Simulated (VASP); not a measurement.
# HfC (Fm-3m) in VASP: settings compared, part 2 of 2

VASP 6.6.1. The steps go on from the part before.

### 3 Relaxation of cell and atoms, PBEsol+D4

The input, INCAR:

```
SYSTEM = HfC
PREC = Accurate
ENCUT = 600
EDIFF = 1E-7
ISMEAR = -1
SIGMA = 0.05
LREAL = .FALSE.
LASPH = .TRUE.
NELM = 100
ALGO = Fast
ISIF = 3
LWAVE = .FALSE.
LCHARG = .FALSE.
GGA = PS
IVDW = 13
IBRION = 2
NSW = 40
EDIFFG = -0.005
```

The input, KPOINTS:

```
Automatic mesh
0
G
  10 10 10
  0 0 0
```

The input, POSCAR:

```
HfC
1.0
    0.0000000000      2.3250000000      2.3250000000
    2.3250000000      0.0000000000      2.3250000000
    2.3250000000      2.3250000000      0.0000000000
Hf C
1 1
Direct
    0.5000000000      0.5000000000      0.5000000000
    0.0000000000      0.0000000000      0.0000000000
```

Potentials or basis: VASP PAW PBE potentials, release 64 (Hf_pv, C).

Command:

```sh
$ cat potpaw_PBE.64/Hf_pv/POTCAR potpaw_PBE.64/C/POTCAR > POTCAR
$ mpirun -np 1 vasp_std > vasp.out
```

OUTCAR:

```text
SYSTEM = HfC
   PREC = Accurate
   ENCUT = 600
   EDIFF = 1E-7
   ISMEAR = -1
   LREAL = .FALSE.
   LASPH = .TRUE.
   NELM = 100
   ISIF = 3
   GGA = PS
   IVDW = 13
   IBRION = 2
   NSW = 40
   EDIFFG = -0.005

 ion  position               nearest neighbor table
   1  0.500  0.500  0.500-   2 2.33   2 2.33   2 2.33   2 2.33   2 2.33   2 2.33
   2  0.000  0.000  0.000-   1 2.33   1 2.33   1 2.33   1 2.33   1 2.33   1 2.33

  LATTYP: Found a face centered cubic cell.
 ALAT       =     4.6500000000

  Lattice vectors:

 A1 = (   0.0000000000,   2.3250000000,   2.3250000000)
 A2 = (   2.3250000000,   0.0000000000,   2.3250000000)
 A3 = (   2.3250000000,   2.3250000000,   0.0000000000)

Analysis of symmetry for initial positions (statically):
=====================================================================
 Subroutine PRICEL returns:
 Original cell was already a primitive cell.

 Routine SETGRP: Setting up the symmetry group for a
 face centered cubic supercell.

 Subroutine GETGRP returns: Found 48 space group operations
 (whereof 48 operations were pure point group operations)
 out of a pool of 48 trial point group operations.

The static configuration has the point symmetry O_h .

Analysis of symmetry for dynamics (positions and initial velocities):
=====================================================================
 Subroutine PRICEL returns:
 Original cell was already a primitive cell.
[... 156 lines left out ...]
  ---------------------------------------------------
  free energy    TOTEN  =       -22.17921168 eV

  energy without entropy =      -22.17642586  energy(sigma->0) =      -22.17781877

------------------------ aborting loop because EDIFF is reached ----------------------------------------

  DFT-D4 for vdW energy calculation

  Edisp (eV):   -0.28775
[... 191 lines left out ...]
--------------------------------------- Ionic step        6  -------------------------------------------

 number of electron      13.9999999 magnetization

 Free energy of the ion-electron system (eV)
  ---------------------------------------------------
  ext. energy  EPLUGINS =         0.00000000
  ---------------------------------------------------
  free energy    TOTEN  =       -22.19433435 eV

  energy without entropy =      -22.19168306  energy(sigma->0) =      -22.19300870

 E-fermi :   6.1153     XC(G=0): -12.6062

 val. band max:        6.0963024728   @ k =   0.1000   0.0000   0.0000
 cond. band min:       6.2383606863   @ k =   0.1000   0.1000   0.0000
 fundamental gap:      0.1420582135
 Fermi energy:         6.1153338427

 k-point     1 :       0.0000    0.0000    0.0000
  band No.  band energies     occupation
      1     -23.2213      2.00000
      2     -23.2213      2.00000
      3     -23.2213      2.00000
      4      -6.3830      2.00000
      5       7.1434      0.00000
      6       7.1434      0.00000
      7       7.1434      0.00000
      8       7.4506      0.00000
      9       7.4506      0.00000
     10       7.4506      0.00000
     11       9.5767      0.00000
[... 309 lines left out ...]
 k-point    24 :       0.4000    0.3000    0.0000
  band No.  band energies     occupation
      1     -23.7938      2.00000
      2     -23.4507      2.00000
      3     -23.4265      2.00000
      4      -4.2005      2.00000
      5       2.3121      2.00000
      6       4.1827      2.00000
      7       5.3882      2.00000
      8       6.2967      0.05180
      9      11.6684      0.00000
     10      12.7445      0.00000
     11      12.8777      0.00000

 [... further k-points ...]

------------------------ aborting loop because EDIFF is reached ----------------------------------------

  DFT-D4 for vdW energy calculation

  Edisp (eV):   -0.29942
[... 25 lines left out ...]
  FREE ENERGIE OF THE ION-ELECTRON SYSTEM (eV)
  ---------------------------------------------------
  free  energy   TOTEN  =       -22.4937576861 eV

  energy  without entropy=      -22.4911063997  energy(sigma->0) =      -22.49243204

 reached required accuracy - stopping structural energy minimisation
```

OSZICAR:

```text
N       E                     dE             d eps       ncg     rms          rms(c)
DAV:   1     0.248546826731E+02    0.24855E+02   -0.89749E+03  1034   0.140E+03
DAV:   2    -0.231696337017E+02   -0.48024E+02   -0.45004E+02  1310   0.228E+02
DAV:   3    -0.250686391848E+02   -0.18990E+01   -0.18755E+01  1366   0.336E+01
[... 57 lines left out ...]
DAV:   1    -0.221943431703E+02    0.13493E-03   -0.25579E-04  1070   0.157E-01    0.497E-02
RMM:   2    -0.221943364636E+02    0.67067E-05   -0.80466E-06  1034   0.276E-02    0.305E-02
RMM:   3    -0.221943340947E+02    0.23689E-05   -0.82093E-06  1034   0.248E-02    0.140E-02
RMM:   4    -0.221943343985E+02   -0.30383E-06   -0.67308E-07   960   0.863E-03    0.481E-03
RMM:   5    -0.221943343473E+02    0.51209E-07   -0.19556E-07   677   0.419E-03
   6 F= -.22493758E+02 E0= -.22492432E+02  d E =-.106978E-05
```

It took 57 s on 1 thread of Intel Xeon Platinum 8375C at 2.90GHz (Ice Lake), shared host; peak memory 0.17 GiB.

What came out:

| Quantity | Value |
| --- | --- |
| Free energy | -22.4938 eV |
| Relaxed volume | 12.11 Å³/atom |
| Relaxed cell | a = 3.247 Å, b = 3.247 Å, c = 3.247 Å, α = 60.00°, β = 60.00°, γ = 60.00° |
| Space group after relaxing (to 0.05 Å) | Fm-3m (No. 225) |
| Energy gained by relaxing | 13.4 meV/atom |
| Ionic steps | 6 |
| Pressure after relaxing | 0.0 GPa |
| Band gap on the k mesh | none (metal or under the smearing width) |
| Dispersion energy per atom | -0.150 eV |

Step by step:
| step | energy change (eV) | largest force (eV/Å) | pressure (GPa) | volume (Å³) |
| --- | --- | --- | --- | --- |
| 1 | 0.0000 | 0.0000 | -8.98 | 25.14 |
| 2 | 0.0626 | 0.0000 | 19.54 | 22.66 |
| 3 | -0.0268 | 0.0000 | -0.27 | 24.23 |
| 4 | -0.0268 | 0.0000 | 0.07 | 24.20 |
| 5 | -0.0268 | 0.0000 | -0.12 | 24.22 |
| 6 | -0.0268 | 0.0000 | 0.01 | 24.21 |

Final structure:
```xyz
2
Lattice="0.0000 2.2961 2.2961 2.2961 0.0000 2.2961 2.2961 2.2961 0.0000" Properties=species:S:1:pos:R:3 pbc="T T T"
Hf    2.2961    2.2961    2.2961
C     0.0000    0.0000    0.0000
```

Caveat: the PAW data sets were made with another functional, which shifts forces and pressure a little; pairwise dispersion overbinds metals, which lowers pressure and volume. The run has no spin-orbit coupling, so splittings on Hf are missing.

### 4 Relaxation of cell and atoms, PBEsol+rVV10

The input, INCAR:

```
SYSTEM = HfC
ALGO = Fast
BPARAM = 20.0
CPARAM = 0.0093
EDIFF = 1E-6
EDIFFG = -0.005
ENCUT = 600
GGA = PS
IBRION = 2
ISIF = 3
ISMEAR = -1
IVDW_NL = 2
LASPH = .True.
LCHARG = .False.
LREAL = .False.
LUSE_VDW = .True.
LWAVE = .False.
NELM = 80
NSW = 60
PREC = Accurate
SIGMA = 0.05
```

The input, KPOINTS:

```
k-points
0
Gamma
  10 10 10
  0 0 0
```

POSCAR is that of step 3.

Command:

```sh
$ cat potpaw_PBE.64/Hf_pv/POTCAR potpaw_PBE.64/C/POTCAR > POTCAR
$ mpirun -np 1 vasp_std > vasp.out
```

It took 2.1 min on 1 thread of Intel Xeon Platinum 8375C at 2.90GHz (Ice Lake), shared host; peak memory 0.27 GiB.

It converged, with:

```
Free energy                            : -22.1082 eV
Relaxed volume                         : 12.18 Å³/atom
Relaxed cell                           : a = 3.254 Å, b = 3.254 Å, c = 3.254 Å, α = 60.00°, β = 60.00°, γ = 60.00°
Space group after relaxing (to 0.05 Å) : Fm-3m (No. 225)
Energy gained by relaxing              : 9.4 meV/atom
Ionic steps                            : 4
Pressure after relaxing                : 0.1 GPa
Band gap on the k mesh                 : none (metal or under the smearing width)
```

Step by step:
| step | energy change (eV) | largest force (eV/Å) | pressure (GPa) | volume (Å³) |
| --- | --- | --- | --- | --- |
| 1 | 0.0000 | 0.0000 | -7.52 | 25.14 |
| 2 | 0.0429 | 0.0000 | 15.83 | 23.05 |
| 3 | -0.0187 | 0.0000 | -0.19 | 24.37 |
| 4 | -0.0187 | 0.0000 | 0.05 | 24.35 |

Final structure:
```cif
data_structure
_symmetry_space_group_name_H-M 'P 1'
_symmetry_Int_Tables_number 1
_cell_length_a 3.2536
_cell_length_b 3.2536
_cell_length_c 3.2536
_cell_angle_alpha 60.000
_cell_angle_beta 60.000
_cell_angle_gamma 60.000
_cell_volume 24.35
loop_
_atom_site_label
_atom_site_type_symbol
_atom_site_fract_x
_atom_site_fract_y
_atom_site_fract_z
_atom_site_occupancy
Hf1 Hf 0.50000 0.50000 0.50000 1
C1 C 0.00000 0.00000 0.00000 1
```

Levels at points of the mesh, in eV from the Fermi level:
| k point | band 4 | band 5 | band 6 | band 7 | band 8 | band 9 | band 10 | band 11 |
| --- | --- | --- | --- | --- | --- | --- | --- | --- |
| (0.00, 0.00, 0.00) | -12.47 | 1.03 | 1.03 | 1.03 | 1.33 | 1.33 | 1.33 | 3.45 |
| (0.50, 0.00, 0.00) | -8.47 | -6.34 | -3.12 | -3.12 | 5.46 | 5.46 | 5.95 | 6.65 |
| (0.50, 0.50, 0.00) | -10.52 | -2.57 | -1.96 | -0.06 | -0.06 | 5.47 | 6.96 | 6.96 |

Caveat: the PAW data sets were made with another functional, which shifts forces and pressure a little; pairwise dispersion overbinds metals, which lowers pressure and volume. The run has no spin-orbit coupling, so splittings on Hf are missing.

### 5 Relaxation of cell and atoms, RPBE+D3

The input, INCAR:

```
SYSTEM = HfC
  ALGO = Normal
  EDIFF = 1E-6
  EDIFFG = -0.01
  ENCUT = 600
  GGA = RP
  IBRION = 2
  ISIF = 3
  ISMEAR = -1
  IVDW = 11
  LASPH = .TRUE.
  LCHARG = .FALSE.
  LREAL = .FALSE.
  LWAVE = .FALSE.
  NELM = 100
  NSW = 60
  PREC = Accurate
  SIGMA = 0.05
```

The input, KPOINTS:

```
k-points
0
G
  10 10 10
  0 0 0
```

POSCAR is that of step 4.

Command:

```sh
$ cat potpaw_PBE.64/Hf_pv/POTCAR potpaw_PBE.64/C/POTCAR > POTCAR
$ mpirun -np 1 vasp_std > vasp.out
```

Run time: 27 s. Hardware: 1 thread of Intel Xeon Platinum 8375C at 2.90GHz (Ice Lake), shared host; peak memory 0.18 GiB.

Results (log left out):

| Item | Value |
| --- | --- |
| Free energy | -20.8806 eV |
| Relaxed volume | 12.41 Å³/atom |
| Relaxed cell | a = 3.274 Å, b = 3.274 Å, c = 3.274 Å, α = 60.00°, β = 60.00°, γ = 60.00° |
| Space group after relaxing (to 0.05 Å) | Fm-3m (No. 225) |
| Energy gained by relaxing | 1.5 meV/atom |
| Ionic steps | 3 |
| Pressure after relaxing | 0.0 GPa |
| Band gap on the k mesh | none (metal or under the smearing width) |
| Dispersion energy per atom | -0.379 eV |

The path:
```
step  energy change (eV)  largest force (eV/Å)  pressure (GPa)  volume (Å³)
   1              0.0000                0.0000           -2.94        25.14
   2              0.0053                0.0000            5.26        24.31
   3             -0.0030                0.0000           -0.02        24.82
```

Final structure:
```cif
data_structure
_symmetry_space_group_name_H-M 'P 1'
_symmetry_Int_Tables_number 1
_cell_length_a 3.2743
_cell_length_b 3.2743
_cell_length_c 3.2743
_cell_angle_alpha 60.000
_cell_angle_beta 60.000
_cell_angle_gamma 60.000
_cell_volume 24.82
loop_
_atom_site_label
_atom_site_type_symbol
_atom_site_fract_x
_atom_site_fract_y
_atom_site_fract_z
_atom_site_occupancy
Hf1 Hf 0.50000 0.50000 0.50000 1
C1 C 0.00000 0.00000 0.00000 1
```

Levels at points of the mesh, in eV from the Fermi level:
```csv
k point,band 4,band 5,band 6,band 7,band 8,band 9,band 10,band 11
"(0.00, 0.00, 0.00)",-12.45,0.97,0.97,0.97,1.40,1.40,1.40,3.41
"(0.50, 0.00, 0.00)",-8.67,-6.22,-3.05,-3.05,5.40,5.40,5.87,6.56
"(0.50, 0.50, 0.00)",-10.56,-2.63,-1.82,-0.12,-0.12,5.37,6.84,6.84
```

Caveat: the PAW data sets were made with another functional, which shifts forces and pressure a little; pairwise dispersion overbinds metals, which lowers pressure and volume. Spin-orbit coupling is left out, which matters for the levels of Hf.

### 6 For comparison

An earlier run on the cell as given: functional PBE; potentials or basis VASP PAW PBE potentials, release 64 (Hf_pv, C); cutoff 520 eV; k mesh 10 × 10 × 10; occupations fermi-dirac, width 0.05 eV; no spin polarisation.

* Pressure: -0.4 GPa
* Band gap on the k mesh: none (metal or under the smearing width)

### 7 Summary

| task | level | cell | k mesh | cutoff (eV) | ladder | gap on the mesh (eV) | pressure (GPa) | relaxed volume (Å³/atom) |
| --- | --- | --- | --- | --- | --- | --- | --- | --- |
| relaxation of cell and atoms | PBE+D3(BJ) | relaxed | 8 × 8 × 8 | 600 | gaps | none | -0.1 | 12.29 |
| relaxation of cell and atoms | PBEsol+D4 | relaxed | 10 × 10 × 10 | 600 | - | none | 0.0 | 12.11 |
| relaxation of cell and atoms | PBEsol+rVV10 | relaxed | 10 × 10 × 10 | 600 | - | none | 0.1 | 12.18 |
| relaxation of cell and atoms | RPBE+D3 | relaxed | 10 × 10 × 10 | 600 | - | none | 0.0 | 12.41 |
| single point | PBE | as given | 10 × 10 × 10 | 520 | - | none | -0.4 | - |

Alike in all rows: potentials or basis VASP PAW PBE potentials, release 64 (Hf_pv, C); no spin polarisation; smearing fermi-dirac 0.05 eV.

Caveats: pairwise dispersion overbinds metals, which lowers pressure and volume (some runs); the PAW data sets were made with another functional, which shifts forces and pressure a little (some runs).

Total energies depend on the potentials used, so only differences within one code and one set of settings carry meaning.
